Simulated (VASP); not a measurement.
# SnSe (Fm-3m) in VASP: a series of runs

Aim: see how the results for SnSe move with the level of theory and the settings. Levels: r2SCAN, PBE, PBE+D3(BJ). Tasks: relaxation of cell and atoms.

All numbers are computed with VASP 6.6.1; they aren't measurements. Logs are shortened: lines on timing, memory, paths and dates and some standing lists are left out, and cuts for length are marked.

## (1) The structure

It takes space group Fm-3m (No. 225, cubic). Conventional cell: a = 6.000 Å, b = 6.000 Å, c = 6.000 Å, α = 90.00°, β = 90.00°, γ = 90.00°. Se (site symmetry m-3m) is surrounded by 6 Sn at 3.00 Å. Sn (site symmetry m-3m) has 6 Se at 3.00 Å as nearest neighbours.

The cell was built by a generator and needn't be a form met in nature.

## (2) Relaxation of cell and atoms, r2SCAN

File INCAR:

```
ALGO = Normal
EDIFF = 1E-6
EDIFFG = -0.005
ENCUT = 600
IBRION = 2
ISIF = 3
ISMEAR = 0
LASPH = T
LCHARG = F
LMIXTAU = T
LREAL = F
LWAVE = F
METAGGA = R2SCAN
NELM = 80
NSW = 60
PREC = Accurate
SIGMA = 0.03
```

File KPOINTS:

```
k-points
0
Gamma
  10 10 10
```

File POSCAR:

```
SnSe
1.0
    0.0000000000      3.0000000000      3.0000000000
    3.0000000000      0.0000000000      3.0000000000
    3.0000000000      3.0000000000      0.0000000000
Se Sn
1 1
Direct
    0.5000000000      0.5000000000      0.5000000000
    0.0000000000      0.0000000000      0.0000000000
```

Potentials or basis: VASP PAW PBE potentials, release 64 (Se, Sn_d).

Started as:

```sh
$ cat potpaw_PBE.64/Se/POTCAR potpaw_PBE.64/Sn_d/POTCAR > POTCAR
$ mpirun -np 1 vasp_std > vasp.out
```

OUTCAR:

```text
EDIFF = 1E-6
   EDIFFG = -0.005
   ENCUT = 600
   IBRION = 2
   ISIF = 3
   ISMEAR = 0
   LASPH = T
   LREAL = F
   METAGGA = R2SCAN
   NELM = 80
   NSW = 60
   PREC = Accurate

 ion  position               nearest neighbor table
   1  0.500  0.500  0.500-   2 3.00   2 3.00   2 3.00   2 3.00   2 3.00   2 3.00
   2  0.000  0.000  0.000-   1 3.00   1 3.00   1 3.00   1 3.00   1 3.00   1 3.00

  LATTYP: Found a face centered cubic cell.
 ALAT       =     6.0000000000

  Lattice vectors:

 A1 = (   0.0000000000,   3.0000000000,   3.0000000000)
 A2 = (   3.0000000000,   0.0000000000,   3.0000000000)
 A3 = (   3.0000000000,   3.0000000000,   0.0000000000)

Analysis of symmetry for initial positions (statically):
=====================================================================
 Subroutine PRICEL returns:
 Original cell was already a primitive cell.

 Routine SETGRP: Setting up the symmetry group for a
 face centered cubic supercell.

 Subroutine GETGRP returns: Found 48 space group operations
 (whereof 48 operations were pure point group operations)
 out of a pool of 48 trial point group operations.

The static configuration has the point symmetry O_h .

Analysis of symmetry for dynamics (positions and initial velocities):
=====================================================================
 Subroutine PRICEL returns:
 Original cell was already a primitive cell.

 Routine SETGRP: Setting up the symmetry group for a
 face centered cubic supercell.

 Subroutine GETGRP returns: Found 48 space group operations
 (whereof 48 operations were pure point group operations)
 out of a pool of 48 trial point group operations.

The dynamic configuration has the point symmetry O_h .

 Subroutine INISYM returns: Found 48 space group operations
 (whereof 48 operations are pure point group operations),
 and found     1 'primitive' translations

----------------------------------------------------------------------------------------

                                     Primitive cell

  volume of cell :      54.0000

  direct lattice vectors                    reciprocal lattice vectors
     0.000000000  3.000000000  3.000000000    -0.166666667  0.166666667  0.166666667
     3.000000000  0.000000000  3.000000000     0.166666667 -0.166666667  0.166666667
     3.000000000  3.000000000  0.000000000     0.166666667  0.166666667 -0.166666667

  length of vectors
     4.242640687  4.242640687  4.242640687     0.288675135  0.288675135  0.288675135

  position of ions in fractional coordinates (direct lattice)
     0.500000000  0.500000000  0.500000000
     0.000000000  0.000000000  0.000000000

  ion indices of the primitive-cell ions
   primitive index   ion index
                 1           1
                 2           2

----------------------------------------------------------------------------------------

 KPOINTS: k-points

Automatic generation of k-mesh.
 Grid dimensions read from file:
 generate k-points for:   10   10   10

 Generating k-lattice:

  Cartesian coordinates                     Fractional coordinates (reciprocal lattice)
    -0.016666667  0.016666667  0.016666667     0.100000000  0.000000000  0.000000000
     0.016666667 -0.016666667  0.016666667     0.000000000  0.100000000  0.000000000
     0.016666667  0.016666667 -0.016666667     0.000000000  0.000000000  0.100000000

  Length of vectors
     0.028867513  0.028867513  0.028867513

  Shift w.r.t. Gamma in fractional coordinates (k-lattice)
     0.000000000  0.000000000  0.000000000

 Subroutine IBZKPT returns following result:
 ===========================================

 Found     47 irreducible k-points:

 Following reciprocal coordinates:
            Coordinates               Weight
  0.000000  0.000000  0.000000      1.000000
  0.100000  0.000000  0.000000      8.000000
  0.200000  0.000000  0.000000      8.000000
  0.300000  0.000000  0.000000      8.000000
  0.400000  0.000000  0.000000      8.000000
  0.500000  0.000000  0.000000      4.000000
[... 16 lines left out ...]
  0.300000  0.300000  0.000000      6.000000
  0.400000  0.300000  0.000000     24.000000
 [... further k-points ...]
   k-points           NKPTS =     47   k-points in BZ     NKDIM =     47   number of bands    NBANDS=     14
   number of dos      NEDOS =    301   number of ions     NIONS =      2
   total plane-waves  NPLWV =  46656
   dimension x,y,z NGX =    36 NGY =   36 NGZ =   36
   dimension x,y,z NGXF=    72 NGYF=   72 NGZF=   72
   ions per type =               1   1
   NGX,Y,Z   is equivalent  to a cutoff of  14.11, 14.11, 14.11 a.u.
   NGXF,Y,Z  is equivalent  to a cutoff of  28.21, 28.21, 28.21 a.u.
 SYSTEM =  unknown system
   PREC   = accura    normal or accurate (medium, high low for compatibility)
   ISTART =      0    job   : 0-new  1-cont  2-samecut
   ICHARG =      2    charge: 1-file 2-atom 10-const
   ISPIN  =      1    spin polarized calculation?
   LNONCOLLINEAR =      F non collinear calculations
   LSORBIT =      F    spin-orbit coupling
   LASPH  =      T    aspherical Exc in radial PAW
   ENCUT  =  600.0 eV  44.10 Ry    6.64 a.u.   8.47  8.47  8.47*2*pi/ulx,y,z
   NELM   =     80;   NELMIN=  2; NELMDL= -5     # of ELM steps
   EDIFF  = 0.1E-05   stopping-criterion for ELM
   LREAL  =      F    real-space projection
   EDIFFG = -.5E-02   stopping-criterion for IOM
   NSW    =     60    number of steps for IOM
   IBRION =      2    ionic relax: 0-MD 1-quasi-New 2-CG
   NFREE  =      1    steps in history (QN), initial steepest desc. (CG)
   ISIF   =      3    stress and relaxation
   ISYM   =      2    0-nonsym 1-usesym 2-fastsym
   POTIM  = 0.5000    time-step for ionic-motion
   TEBEG  =    0.0;   TEEND  =   0.0 temperature during run
   PSTRESS=    0.0 pullay stress
   NELECT =      20.0000    total number of electrons
   NUPDOWN=      -1.0000    fix difference up-down
   EMIN   =  10.00;   EMAX   =-10.00  energy-range for DOS
   EFERMI =   0.00;   METHOD = LEGACY
   ISMEAR =     0;   SIGMA  =   0.03  broadening in eV -4-tet -1-fermi 0-gaus
   EFERMI_NEDOS =   21; number of points for ismear=-14 and -15
   IALGO  =     38    algorithm
   IMIX   =      4    mixing-type and parameters
     AMIX     =   0.40;   BMIX     =  1.00
     AMIX_MAG =   1.60;   BMIX_MAG =  1.00
  volume/ion in A,a.u.               =      27.00       182.20
  Fermi-wavevector in a.u.,A,eV,Ry     =   1.175674  2.221702 18.806100  1.382209
  Thomas-Fermi vector in A             =   2.312051
   LORBIT       =      0    0 simple, 1 ext, 2 COOP (PROOUT), +10 PAW based schemes
   METAGGA = R2SCAN    functional components
   LHFCALC =     F    Hartree Fock is set to
   AEXX    =    0.0000 exact exchange contribution
   IVDW    =     0    specifies the selected vdW correction
   LEPSILON=     F    determine dielectric tensor
   LRPA    =     F    only Hartree local field effects (RPA)
 conjugate gradient relaxation of ions
 non-spin polarized calculation
 Gauss-broadening in eV      SIGMA  =   0.03
  energy-cutoff  :      600.00
  volume of cell :       54.00
 maximum number of plane-waves:      1829
 NGX is ok and might be reduce to    36
   NGX = 17   NGY = 17   NGZ = 17

--------------------------------------- Ionic step        1  -------------------------------------------

 number of electron      19.9999999 magnetization

 Free energy of the ion-electron system (eV)
  ---------------------------------------------------
  ext. energy  EPLUGINS =         0.00000000
  ---------------------------------------------------
  free energy    TOTEN  =       -39.87546065 eV

  energy without entropy =      -39.87546065  energy(sigma->0) =      -39.87546065

------------------------ aborting loop because EDIFF is reached ----------------------------------------

  FORCE on cell =-STRESS in cart. coord.  units (eV):
  Direction    XX          YY          ZZ          XY          YZ          ZX
  --------------------------------------------------------------------------------------
  -------------------------------------------------------------------------------------
  Total        0.1717285      0.1717285      0.1717285     -0.0000000      0.0000000      0.0000000
  in kB        5.0951753      5.0951753      5.0951753     -0.0000000      0.0000000      0.0000000
  external PRESSURE =       5.0951753 kB  Pullay stress =       0.0000000 kB
[... 57 lines left out ...]
  energy  without entropy=      -39.8762475296  energy(sigma->0) =      -39.87624753

--------------------------------------- Ionic step        3  -------------------------------------------

 number of electron      19.9999999 magnetization

 Free energy of the ion-electron system (eV)
  ---------------------------------------------------
  ext. energy  EPLUGINS =         0.00000000
  ---------------------------------------------------
  free energy    TOTEN  =       -39.87632172 eV

  energy without entropy =      -39.87632172  energy(sigma->0) =      -39.87632172

 E-fermi :   5.9015     XC(G=0): -10.1884

 val. band max:        5.7124924417   @ k =   0.5000   0.0000   0.0000
 cond. band min:       6.1680464924   @ k =   0.5000   0.0000   0.0000
 fundamental gap:      0.4555540507
 Fermi energy:         5.9014880065

 k-point     1 :       0.0000    0.0000    0.0000
  band No.  band energies     occupation
      1     -16.8373      2.00000
      2     -16.8373      2.00000
      3     -16.8353      2.00000
      4     -16.8353      2.00000
      5     -16.8353      2.00000
      6      -9.0110      2.00000
      7       0.4567      2.00000
      8       3.0739      2.00000
      9       3.0739      2.00000
     10       3.0739      2.00000
     11      10.0689      0.00000
     12      10.0689      0.00000
     13      10.0689      0.00000
     14      11.7526      0.00000
[... 375 lines left out ...]
 k-point    24 :       0.4000    0.3000    0.0000
  band No.  band energies     occupation
      1     -16.8604      2.00000
      2     -16.8395      2.00000
      3     -16.8325      2.00000
      4     -16.8217      2.00000
      5     -16.8209      2.00000
      6      -8.0333      2.00000
      7      -1.4777      2.00000
      8       1.5357      2.00000
      9       1.9478      2.00000
     10       2.3871      2.00000
     11       9.2305      0.00000
     12       9.6561      0.00000
     13      10.2734      0.00000
     14      10.6909      0.00000

 [... further k-points ...]
[... 5 lines left out ...]
  --------------------------------------------------------------------------------------
  -------------------------------------------------------------------------------------
  Total       -0.0034638     -0.0034638     -0.0034638     -0.0000000      0.0000000      0.0000000
  in kB       -0.1017637     -0.1017637     -0.1017637     -0.0000000      0.0000000      0.0000000
  external PRESSURE =      -0.1017637 kB  Pullay stress =       0.0000000 kB
[... 17 lines left out ...]
  FREE ENERGIE OF THE ION-ELECTRON SYSTEM (eV)
  ---------------------------------------------------
  free  energy   TOTEN  =       -39.8763217246 eV

  energy  without entropy=      -39.8763217246  energy(sigma->0) =      -39.87632172

 reached required accuracy - stopping structural energy minimisation
```

Run time: 2.8 min. Hardware: 1 thread of Intel Xeon 6975P-C (Granite Rapids), shared host; peak memory 0.25 GiB.

Results:

* Free energy: -39.8763 eV
* Relaxed volume: 27.27 Å³/atom
* Relaxed cell: a = 4.257 Å, b = 4.257 Å, c = 4.257 Å, α = 60.00°, β = 60.00°, γ = 60.00°
* Space group after relaxing (to 0.05 Å): Fm-3m (No. 225)
* Energy gained by relaxing: 0.4 meV/atom
* Ionic steps: 3
* Pressure after relaxing: 0.0 GPa
* Band gap on the k mesh: 0.46 eV, direct

The path:
| step | energy change (eV) | largest force (eV/Å) | pressure (GPa) | volume (Å³) |
| --- | --- | --- | --- | --- |
| 1 | 0.0000 | 0.0000 | 0.51 | 54.00 |
| 2 | -0.0008 | 0.0000 | -0.13 | 54.67 |
| 3 | -0.0009 | 0.0000 | -0.01 | 54.53 |

Final structure:
```xyz
2
Lattice="0.0000 3.0099 3.0099 3.0099 0.0000 3.0099 3.0099 3.0099 0.0000" Properties=species:S:1:pos:R:3 pbc="T T T"
Se    3.0099    3.0099    3.0099
Sn    0.0000    0.0000    0.0000
```

Caveat: the PAW data sets were made with another functional, which shifts forces and pressure a little; spin-orbit coupling is left out, which moves the levels of the heavy elements.

## (3) Relaxation of cell and atoms, PBE

File INCAR:

```
SYSTEM = SnSe
PREC = Accurate ; ENCUT = 600
EDIFF = 1E-6 ; ISMEAR = 0
SIGMA = 0.03 ; LREAL = .FALSE.
LASPH = .TRUE. ; NELM = 100
ALGO = Normal ; ISIF = 3
LWAVE = .FALSE. ; LCHARG = .FALSE.
GGA = PE ; IBRION = 2
NSW = 40 ; EDIFFG = -0.02
```

File KPOINTS:

```
regular mesh
0
G
  10 10 10
  0 0 0
```

POSCAR is that of step 2.

Potentials or basis: VASP PAW PBE potentials, release 64 (Se, Sn_d).

Started as:

```sh
$ cat potpaw_PBE.64/Se/POTCAR potpaw_PBE.64/Sn_d/POTCAR > POTCAR
$ mpirun -np 1 vasp_std > vasp.out
```

Wall time 72 s (1 thread of Intel Xeon Platinum 8375C at 2.90GHz (Ice Lake), shared host); peak memory 0.24 GiB.

Results (log left out):

- Free energy: -8.2169 eV
- Relaxed volume: 27.85 Å³/atom
- Relaxed cell: a = 4.286 Å, b = 4.286 Å, c = 4.286 Å, α = 60.00°, β = 60.00°, γ = 60.00°
- Space group after relaxing (to 0.05 Å): Fm-3m (No. 225)
- Energy gained by relaxing: 4.1 meV/atom
- Ionic steps: 3
- Pressure after relaxing: 0.0 GPa
- Band gap on the k mesh: 0.49 eV, indirect (least direct gap 0.49 eV)

Step by step:
```csv
step,energy change (eV),largest force (eV/Å),pressure (GPa),volume (Å³)
1,0.0000,0.0000,1.58,54.00
2,-0.0077,0.0000,-0.35,56.11
3,-0.0082,0.0000,-0.05,55.69
```

Final structure:
```cif
data_structure
_symmetry_space_group_name_H-M 'P 1'
_symmetry_Int_Tables_number 1
_cell_length_a 4.2865
_cell_length_b 4.2865
_cell_length_c 4.2865
_cell_angle_alpha 60.000
_cell_angle_beta 60.000
_cell_angle_gamma 60.000
_cell_volume 55.69
loop_
_atom_site_label
_atom_site_type_symbol
_atom_site_fract_x
_atom_site_fract_y
_atom_site_fract_z
_atom_site_occupancy
Se1 Se 0.50000 0.50000 0.50000 1
Sn1 Sn 0.00000 0.00000 0.00000 1
```

Levels at points of the mesh, in eV from the valence-band top:
```
           k point  band 8  band 9  band 10  band 11  band 12  band 13
(0.00, 0.00, 0.00)   -2.14   -2.14    -2.14     4.23     4.23     4.23
(0.50, 0.00, 0.00)   -1.90   -1.90     0.00     0.49     1.25     1.25
(0.50, 0.50, 0.00)   -5.33   -3.55    -3.55     3.09     5.22     5.22
```

Caveat: spin-orbit coupling is left out, which moves the levels of the heavy elements. A k mesh can miss the band edges.

## (4) Relaxation of cell and atoms, PBE+D3(BJ)

File INCAR:

```
ALGO = Normal
EDIFF = 1E-6
EDIFFG = -0.01
ENCUT = 600
GGA = PE
IBRION = 2
ISIF = 3
ISMEAR = 0
IVDW = 12
LASPH = T
LCHARG = F
LREAL = F
LWAVE = F
NELM = 80
NSW = 60
PREC = Accurate
SIGMA = 0.03
```

File KPOINTS:

```
k-points
0
Gamma
  10 10 10
```

POSCAR is that of step 3.

Started as:

```sh
$ cat potpaw_PBE.64/Se/POTCAR potpaw_PBE.64/Sn_d/POTCAR > POTCAR
$ mpirun -np 1 vasp_std > vasp.out
```

Wall time 42 s (1 thread of Intel Xeon Platinum 8488C (Sapphire Rapids), shared host); peak memory 0.25 GiB.

It converged, with:

| Item | Value |
| --- | --- |
| Free energy | -8.9237 eV |
| Relaxed volume | 26.70 Å³/atom |
| Relaxed cell | a = 4.227 Å, b = 4.227 Å, c = 4.227 Å, α = 60.00°, β = 60.00°, γ = 60.00° |
| Space group after relaxing (to 0.05 Å) | Fm-3m (No. 225) |
| Energy gained by relaxing | 0.5 meV/atom |
| Ionic steps | 3 |
| Pressure after relaxing | 0.0 GPa |
| Band gap on the k mesh | 0.52 eV, indirect (least direct gap 0.64 eV) |
| Dispersion energy per atom | -0.361 eV |

The path:
```csv
step,energy change (eV),largest force (eV/Å),pressure (GPa),volume (Å³)
1,0.0000,0.0000,-0.60,54.00
2,-0.0010,0.0000,0.12,53.22
3,-0.0011,0.0000,0.04,53.39
```

Final structure:
```xyz
2
Lattice="0.0000 2.9887 2.9887 2.9887 0.0000 2.9887 2.9887 2.9887 0.0000" Properties=species:S:1:pos:R:3 pbc="T T T"
Se    2.9887    2.9887    2.9887
Sn    0.0000    0.0000    0.0000
```

Levels at points of the mesh, in eV from the valence-band top:
| k point | band 8 | band 9 | band 10 | band 11 | band 12 | band 13 |
| --- | --- | --- | --- | --- | --- | --- |
| (0.00, 0.00, 0.00) | -2.23 | -2.23 | -2.23 | 4.42 | 4.42 | 4.42 |
| (0.50, 0.00, 0.00) | -1.98 | -1.98 | 0.00 | 0.68 | 1.25 | 1.25 |
| (0.50, 0.50, 0.00) | -5.60 | -3.72 | -3.72 | 2.97 | 5.49 | 5.49 |

Caveat: spin-orbit coupling is left out, which moves the levels of the heavy elements. A k mesh can miss the band edges.

## (5) The runs side by side

```csv
level,gap on the mesh (eV),pressure (GPa),relaxed volume (Å³/atom)
r2SCAN,0.46,0.0,27.27
PBE,0.49,0.0,27.85
PBE+D3(BJ),0.52,0.0,26.70
```

Alike in all rows: task relaxation of cell and atoms; potentials or basis VASP PAW PBE potentials, release 64 (Se, Sn_d); no spin polarisation; cell relaxed; k mesh 10 × 10 × 10; cutoff (eV) 600; smearing gaussian 0.03 eV.

Caveats: spin-orbit coupling is left out, which moves the levels of the heavy elements; the PAW data sets were made with another functional, which shifts forces and pressure a little (some runs).

Absolute energies hang on the potentials; compare differences alone.
